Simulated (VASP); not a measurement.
# P in VASP: notebook, part 2 of 2

VASP 6.6.1. The steps go on from the part before.

## (3) Band structure, PBEsol

POSCAR

```
P
1.0
    3.2837277200      0.0000000000      0.0000000000
    0.0000000000     34.8570309900      0.0000000000
    0.0000000000      0.0000000000      4.6320847100
P
4
Direct
    0.5000000000      0.9702614300      0.9078492800
    0.5000000000      0.0297385700      0.0921507200
    0.0000000000      0.0297385700      0.4078492800
    0.0000000000      0.9702614300      0.5921507200
```

INCAR.step1

```
SYSTEM = P
PREC     = Accurate       ! precision mode
ENCUT    = 520            ! plane-wave cutoff, eV
EDIFF    = 1E-6           ! SCF threshold, eV
ISMEAR   = 0              ! smearing method
SIGMA    = 0.02           ! smearing width, eV
LREAL    = .FALSE.        ! projectors in reciprocal space
LASPH    = .TRUE.         ! aspherical terms in the spheres
NELM     = 60             ! most SCF steps
ALGO     = Normal         ! electronic algorithm
ISIF     = 2              ! what is computed and relaxed
LWAVE    = .FALSE.        ! write WAVECAR
LCHARG   = .TRUE.         ! write CHGCAR
GGA      = PS             ! functional
```

KPOINTS.step1

```
regular mesh
0
G
  8 1 6
  0 0 0
```

INCAR.step2

```
SYSTEM = P
PREC     = Accurate       ! precision mode
ENCUT    = 520            ! plane-wave cutoff, eV
EDIFF    = 1E-6           ! SCF threshold, eV
ISMEAR   = 0              ! smearing method
SIGMA    = 0.05           ! smearing width, eV
LREAL    = .FALSE.        ! projectors in reciprocal space
LASPH    = .TRUE.         ! aspherical terms in the spheres
NELM     = 60             ! most SCF steps
ALGO     = Normal         ! electronic algorithm
ISIF     = 2              ! what is computed and relaxed
LWAVE    = .FALSE.        ! write WAVECAR
LCHARG   = .FALSE.        ! write CHGCAR
GGA      = PS             ! functional
ICHARG   = 11             ! starting density
```

KPOINTS.step2

```
path GXSYGZURTZ,YT,UX,SR
10
line-mode
reciprocal
 0.0000000000  0.0000000000  0.0000000000  G
-0.5000000000  0.0000000000  0.0000000000  X

-0.5000000000  0.0000000000  0.0000000000  X
-0.5000000000  0.0000000000 -0.5000000000  S

-0.5000000000  0.0000000000 -0.5000000000  S
 0.0000000000  0.0000000000 -0.5000000000  Y

 0.0000000000  0.0000000000 -0.5000000000  Y
 0.0000000000  0.0000000000  0.0000000000  G

 0.0000000000  0.0000000000  0.0000000000  G
 0.0000000000 -0.5000000000  0.0000000000  Z

 0.0000000000 -0.5000000000  0.0000000000  Z
-0.5000000000 -0.5000000000  0.0000000000  U

-0.5000000000 -0.5000000000  0.0000000000  U
-0.5000000000 -0.5000000000 -0.5000000000  R

-0.5000000000 -0.5000000000 -0.5000000000  R
 0.0000000000 -0.5000000000 -0.5000000000  T

 0.0000000000 -0.5000000000 -0.5000000000  T
 0.0000000000 -0.5000000000  0.0000000000  Z

 0.0000000000  0.0000000000 -0.5000000000  Y
 0.0000000000 -0.5000000000 -0.5000000000  T

-0.5000000000 -0.5000000000  0.0000000000  U
-0.5000000000  0.0000000000  0.0000000000  X

-0.5000000000  0.0000000000 -0.5000000000  S
-0.5000000000 -0.5000000000 -0.5000000000  R
```

Potentials or basis: VASP PAW PBE potentials, release 64 (P).

Started as:

```sh
cat potpaw_PBE.64/P/POTCAR > POTCAR
cp INCAR.step1 INCAR
cp KPOINTS.step1 KPOINTS
mpirun -np 1 vasp_std > vasp.out
cp INCAR.step2 INCAR
cp KPOINTS.step2 KPOINTS
mpirun -np 1 vasp_std > vasp.out
```

OUTCAR:

```text
SYSTEM = P
   PREC = Accurate
   ENCUT = 520
   EDIFF = 1E-6
   ISMEAR = 0
   LREAL = .FALSE.
   LASPH = .TRUE.
   NELM = 60
   ISIF = 2
   GGA = PS
   ICHARG = 11

 ion  position               nearest neighbor table
   1  0.500  0.970  0.908-   4 2.20   4 2.20   2 2.24
   2  0.500  0.030  0.092-   3 2.20   3 2.20   1 2.24
   3  0.000  0.030  0.408-   2 2.20   2 2.20   4 2.24
   4  0.000  0.970  0.592-   1 2.20   1 2.20   3 2.24

  LATTYP: Found a simple orthorhombic cell.
 ALAT       =     3.2837277200
 B/A-ratio  =     1.4106177811
 C/A-ratio  =    10.6150795566

  Lattice vectors:

 A1 = (  -3.2837277200,   0.0000000000,   0.0000000000)
 A2 = (   0.0000000000,   0.0000000000,   4.6320847100)
 A3 = (   0.0000000000,  34.8570309900,   0.0000000000)

Analysis of symmetry for initial positions (statically):
=====================================================================
 Subroutine PRICEL returns:
 Original cell was already a primitive cell.

 Routine SETGRP: Setting up the symmetry group for a
 simple orthorhombic supercell.

 Subroutine GETGRP returns: Found  8 space group operations
 (whereof  4 operations were pure point group operations)
 out of a pool of  8 trial point group operations.

The static configuration has the point symmetry C_2h.
 The point group associated with its full space group is D_2h.

Analysis of symmetry for dynamics (positions and initial velocities):
=====================================================================
 Subroutine PRICEL returns:
 Original cell was already a primitive cell.

 Routine SETGRP: Setting up the symmetry group for a
 simple orthorhombic supercell.

 Subroutine GETGRP returns: Found  8 space group operations
 (whereof  4 operations were pure point group operations)
 out of a pool of  8 trial point group operations.

The dynamic configuration has the point symmetry C_2h.
 The point group associated with its full space group is D_2h.

 Subroutine INISYM returns: Found  8 space group operations
 (whereof  4 operations are pure point group operations),
[... 129 lines left out ...]
  energy-cutoff  :      520.00
  volume of cell :      530.19
 maximum number of plane-waves:     14380

 number of electron      20.0000001 magnetization

 Free energy of the ion-electron system (eV)
  ---------------------------------------------------
  ext. energy  EPLUGINS =         0.00000000
  ---------------------------------------------------
  free energy    TOTEN  =       -21.96828219 eV

  energy without entropy =      -21.96828219  energy(sigma->0) =      -21.96828219

 E-fermi :  -3.2088     XC(G=0):  -1.7602

 val. band max:       -3.4456949361   @ k =  -0.0556  -0.5000   0.0000
 cond. band min:      -2.5576063663   @ k =   0.0000  -0.2222   0.0000
 fundamental gap:      0.8880885698
 Fermi energy:        -3.2088025849

 k-point     1 :       0.0000    0.0000    0.0000
  band No.  band energies     occupation
      1     -18.6104      2.00000
      2     -16.1142      2.00000
      3     -12.7356      2.00000
      4      -9.2701      2.00000
      5      -8.1120      2.00000
      6      -8.0909      2.00000
      7      -6.9259      2.00000
      8      -5.3253      2.00000
      9      -5.1194      2.00000
     10      -3.4537      2.00000
     11      -2.5576      0.00000
     12      -1.9883      0.00000
     13      -0.8716      0.00000
     14      -0.1621      0.00000
[... 377 lines left out ...]
      1     -16.2756      2.00000
      2     -16.2756      2.00000
      3     -12.3308      2.00000
      4     -12.3308      2.00000
      5      -9.3061      2.00000
      6      -9.3061      2.00000
      7      -6.6956      2.00000
      8      -6.6956      2.00000
      9      -4.9594      2.00000
     10      -4.9594      2.00000
     11      -0.6903      0.00000
     12      -0.6903      0.00000
     13      -0.1101      0.00000
     14      -0.1101      0.00000

 [... further k-points ...]

------------------------ aborting loop because EDIFF is reached ----------------------------------------

  FORCE on cell =-STRESS in cart. coord.  units (eV):
  Direction    XX          YY          ZZ          XY          YZ          ZX
  --------------------------------------------------------------------------------------
  -------------------------------------------------------------------------------------
  Total        4.1534896     -0.6239167     -0.5489955      0.0000000     -0.0000000      0.0000000
  in kB       12.5513281     -1.8853987     -1.6589961      0.0000000     -0.0000000      0.0000000
  external PRESSURE =       3.0023111 kB  Pullay stress =       0.0000000 kB

 VOLUME and BASIS-vectors are now :
 -----------------------------------------------------------------------------
  energy-cutoff  :      520.00
  volume of cell :      530.19
      direct lattice vectors                 reciprocal lattice vectors
     3.283727720  0.000000000  0.000000000     0.304531948  0.000000000  0.000000000
     0.000000000 34.857030990  0.000000000     0.000000000  0.028688617  0.000000000
     0.000000000  0.000000000  4.632084710     0.000000000  0.000000000  0.215885516

 POSITION                                       TOTAL-FORCE (eV/Angst)
 -----------------------------------------------------------------------------------
      1.64186     33.82043      4.20523        -0.000000      0.315180      0.465095
      1.64186      1.03660      0.42685        -0.000000     -0.315180     -0.465095
      0.00000      1.03660      1.88919        -0.000000     -0.315180      0.465095
      0.00000     33.82043      2.74289         0.000000      0.315180     -0.465095
 -----------------------------------------------------------------------------------
    total drift:                               -0.000000      0.000000     -0.000000

  FREE ENERGIE OF THE ION-ELECTRON SYSTEM (eV)
  ---------------------------------------------------
  free  energy   TOTEN  =       -21.9682821897 eV

  energy  without entropy=      -21.9682821897  energy(sigma->0) =      -21.96828219
```

It took 8 min on 1 thread of Intel Xeon Platinum 8488C (Sapphire Rapids), shared host; peak memory 0.95 GiB.

Results:

* Band gap on the k mesh: 0.90 eV, direct
* Band gap along the path: 0.89 eV, indirect (least direct gap 0.90 eV)

Levels at the corners of the path, in eV from the valence-band top:
| point | band 8 | band 9 | band 10 | band 11 | band 12 | band 13 |
| --- | --- | --- | --- | --- | --- | --- |
| Γ | -1.88 | -1.67 | -0.01 | 0.89 | 1.46 | 2.57 |
| X | -2.78 | -2.02 | -2.02 | 1.14 | 1.14 | 2.18 |
| X | -2.78 | -2.02 | -2.02 | 1.14 | 1.14 | 2.18 |
| S | -4.62 | -1.10 | -1.10 | 2.29 | 2.29 | 3.74 |
| S | -4.62 | -1.10 | -1.10 | 2.29 | 2.29 | 3.74 |
| Y | -2.69 | -1.41 | -1.41 | 2.01 | 2.01 | 3.71 |
| Y | -2.69 | -1.41 | -1.41 | 2.01 | 2.01 | 3.71 |
| Γ | -1.88 | -1.67 | -0.01 | 0.89 | 1.46 | 2.57 |
| Γ | -1.88 | -1.67 | -0.01 | 0.89 | 1.46 | 2.57 |
| Z | -1.88 | -1.67 | -0.01 | 0.89 | 1.46 | 2.57 |
| Z | -1.88 | -1.67 | -0.01 | 0.89 | 1.46 | 2.57 |
| U | -2.78 | -2.02 | -2.02 | 1.14 | 1.14 | 2.18 |
| U | -2.78 | -2.02 | -2.02 | 1.14 | 1.14 | 2.18 |
| R | -4.62 | -1.10 | -1.10 | 2.29 | 2.29 | 3.74 |
| R | -4.62 | -1.10 | -1.10 | 2.29 | 2.29 | 3.74 |
| T | -2.69 | -1.41 | -1.41 | 2.01 | 2.01 | 3.71 |
| T | -2.69 | -1.41 | -1.41 | 2.01 | 2.01 | 3.71 |
| Z | -1.88 | -1.67 | -0.01 | 0.89 | 1.46 | 2.57 |
| Y | -2.69 | -1.41 | -1.41 | 2.01 | 2.01 | 3.71 |
| T | -2.69 | -1.41 | -1.41 | 2.01 | 2.01 | 3.71 |
| U | -2.78 | -2.02 | -2.02 | 1.14 | 1.14 | 2.18 |
| X | -2.78 | -2.02 | -2.02 | 1.14 | 1.14 | 2.18 |
| S | -4.62 | -1.10 | -1.10 | 2.29 | 2.29 | 3.74 |
| R | -4.62 | -1.10 | -1.10 | 2.29 | 2.29 | 3.74 |

Caveat: the log is that of the step along the path at fixed density, whose energy, stress, charges and moments have no meaning; the PAW data sets were made with another functional, which shifts forces and pressure a little.

## (4) Band structure, HSE06

POSCAR is that of step 3.

INCAR.step1

```
  PREC = Accurate
  ENCUT = 520
  EDIFF = 1E-5
  ISMEAR = 0
  SIGMA = 0.02
  LREAL = F
  LASPH = T
  NELM = 100
  ALGO = Normal
  ISIF = 2
  LWAVE = T
  LCHARG = F
  NBANDS = 18
  GGA = PE
  KPAR = 4
```

INCAR.step2

```
  PREC = Accurate
  ENCUT = 520
  EDIFF = 1E-7
  ISMEAR = 0
  SIGMA = 0.02
  LREAL = F
  LASPH = T
  NELM = 100
  ALGO = Normal
  ISIF = 2
  LWAVE = F
  LCHARG = F
  GGA = PE
  LHFCALC = T
  HFSCREEN = 0.2
  PRECFOCK = Fast
  NBANDS = 18
  ISTART = 1
  KPAR = 4
```

KPOINTS

```
Automatic mesh
0
Gamma
  6 1 4
```

KPOINTS_OPT

```
path GXSYGZURTZ,YT,UX,SR
8
line-mode
reciprocal
 0.0000000000  0.0000000000  0.0000000000  G
-0.5000000000  0.0000000000  0.0000000000  X

-0.5000000000  0.0000000000  0.0000000000  X
-0.5000000000  0.0000000000 -0.5000000000  S

-0.5000000000  0.0000000000 -0.5000000000  S
 0.0000000000  0.0000000000 -0.5000000000  Y

 0.0000000000  0.0000000000 -0.5000000000  Y
 0.0000000000  0.0000000000  0.0000000000  G

 0.0000000000  0.0000000000  0.0000000000  G
 0.0000000000 -0.5000000000  0.0000000000  Z

 0.0000000000 -0.5000000000  0.0000000000  Z
-0.5000000000 -0.5000000000  0.0000000000  U

-0.5000000000 -0.5000000000  0.0000000000  U
-0.5000000000 -0.5000000000 -0.5000000000  R

-0.5000000000 -0.5000000000 -0.5000000000  R
 0.0000000000 -0.5000000000 -0.5000000000  T

 0.0000000000 -0.5000000000 -0.5000000000  T
 0.0000000000 -0.5000000000  0.0000000000  Z

 0.0000000000  0.0000000000 -0.5000000000  Y
 0.0000000000 -0.5000000000 -0.5000000000  T

-0.5000000000 -0.5000000000  0.0000000000  U
-0.5000000000  0.0000000000  0.0000000000  X

-0.5000000000  0.0000000000 -0.5000000000  S
-0.5000000000 -0.5000000000 -0.5000000000  R
```

Started as:

```sh
cat potpaw_PBE.64/P/POTCAR > POTCAR
cp INCAR.step1 INCAR
mpirun -np 4 vasp_std > vasp.out
cp INCAR.step2 INCAR
mpirun -np 4 vasp_std > vasp.out
```

Wall time 24 min (4 MPI ranks of AMD EPYC 9R45 (Zen 5), shared host); peak memory 0.86 GiB.

The run converged. Its results:

| Quantity | Value |
| --- | --- |
| Free energy | -25.7936 eV |
| Largest force | 0.139 eV/Å |
| Band gap on the k mesh | 1.64 eV, direct |
| Band gap along the path | 1.64 eV, direct |

Forces on the atoms (eV/Å):
```
P    0.000  0.120  0.070
P    0.000 -0.120 -0.070
P    0.000 -0.120  0.070
P    0.000  0.120 -0.070
```

Levels at the corners of the path, in eV from the valence-band top:
```tsv
point	band 7	band 8	band 9	band 10	band 11	band 12	band 13	band 14
Γ	-3.77	-2.03	-1.79	0.00	1.64	2.32	3.56	4.28
X	-3.07	-3.07	-2.16	-2.16	1.97	1.97	3.00	3.00
X	-3.07	-3.07	-2.16	-2.16	1.97	1.97	3.00	3.00
S	-5.04	-5.04	-1.22	-1.22	3.17	3.17	4.74	4.74
S	-5.04	-5.04	-1.22	-1.22	3.17	3.17	4.74	4.74
Y	-2.91	-2.91	-1.51	-1.51	2.91	2.91	4.59	4.59
Y	-2.91	-2.91	-1.51	-1.51	2.91	2.91	4.59	4.59
Γ	-3.77	-2.03	-1.79	0.00	1.64	2.32	3.56	4.28
Γ	-3.77	-2.03	-1.79	0.00	1.64	2.32	3.56	4.28
Z	-3.77	-2.03	-1.79	0.00	1.64	2.32	3.56	4.28
Z	-3.77	-2.03	-1.79	0.00	1.64	2.32	3.56	4.28
U	-3.07	-3.07	-2.16	-2.16	1.97	1.97	3.00	3.00
U	-3.07	-3.07	-2.16	-2.16	1.97	1.97	3.00	3.00
R	-5.04	-5.04	-1.22	-1.22	3.17	3.17	4.74	4.74
R	-5.04	-5.04	-1.22	-1.22	3.17	3.17	4.74	4.74
T	-2.91	-2.91	-1.51	-1.51	2.91	2.91	4.59	4.59
T	-2.91	-2.91	-1.51	-1.51	2.91	2.91	4.59	4.59
Z	-3.77	-2.03	-1.79	0.00	1.64	2.32	3.56	4.28
Y	-2.91	-2.91	-1.51	-1.51	2.91	2.91	4.59	4.59
T	-2.91	-2.91	-1.51	-1.51	2.91	2.91	4.59	4.59
U	-3.07	-3.07	-2.16	-2.16	1.97	1.97	3.00	3.00
X	-3.07	-3.07	-2.16	-2.16	1.97	1.97	3.00	3.00
S	-5.04	-5.04	-1.22	-1.22	3.17	3.17	4.74	4.74
R	-5.04	-5.04	-1.22	-1.22	3.17	3.17	4.74	4.74
```

Caveat: the PAW data sets were made with another functional, which shifts forces and pressure a little.

## (5) The reference run

An earlier run on the cell as given: functional PBE; potentials or basis VASP PAW PBE potentials, release 64 (P); cutoff 520 eV; k mesh 8 × 1 × 6; occupations fermi-dirac, width 0.05 eV; no spin polarisation.

* Largest force: 0.309 eV/Å
* Band gap on the k mesh: 0.94 eV, direct

## (6) Summary

```csv
task,level,potentials or basis,k mesh,smearing,ladder,grid for exact exchange (PRECFOCK),screening parameter,gap on the mesh (eV),largest force (eV/Å)
band structure,LDA,"VASP PAW LDA potentials, release 64 (P)",8 × 1 × 6,gaussian 0.02 eV,gaps,-,-,0.85,-
band structure,PBEsol,"VASP PAW PBE potentials, release 64 (P)",8 × 1 × 6,gaussian 0.02 eV,gaps,-,-,0.90,-
band structure,HSE06,"VASP PAW PBE potentials, release 64 (P)",6 × 1 × 4,gaussian 0.02 eV,gaps,Fast,0.2 1/A,1.64,0.14
single point,PBE,"VASP PAW PBE potentials, release 64 (P)",8 × 1 × 6,fermi-dirac 0.05 eV,-,-,-,0.94,0.31
```

Alike in all rows: no spin polarisation; cell as given; cutoff (eV) 520.

Caveats: the PAW data sets were made with another functional, which shifts forces and pressure a little (some runs).

Total energies depend on the potentials used, so only differences within one code and one set of settings carry meaning.
